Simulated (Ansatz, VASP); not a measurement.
## AgCl (Chlorargyrite) in VASP and in Ansatz

```
Ag Cl
1.0
     0.00000    2.68831    2.68831
     2.68831    0.00000    2.68831
     2.68831    2.68831    0.00000
Ag Cl
1 1
Direct
  0.00000 0.00000 0.00000
  0.50000 0.50000 0.50000
```

Alike in both runs: task single point; functional PBE; k mesh 8 × 8 × 8; occupations gaussian, width 0.02 eV; no spin polarisation.

```csv
,VASP,Ansatz
version,VASP 6.6.1,Ansatz 0.2.0
potentials or method,"VASP PAW PBE potentials, release 64 (Ag, Cl)","scalar-relativistic, plane waves, PAW"
plane-wave cutoff (eV),520,420
valence electrons in the cell,18,26
```

```csv
,VASP,Ansatz,Ansatz less VASP
gap on the k mesh at the Fermi level (eV),0.91,0.91,+0.003
least direct gap on the mesh (eV),3.52,3.52,+0.002
pressure (GPa),7.3,7.5,+0.20
```

The functional is the same, so the differences come from potentials, cutoffs and numerics. The two sets of potentials don't hold the same shells in valence.

A k mesh can miss the band edges. PBE gaps usually lie below the measured ones, often by a third to a half.
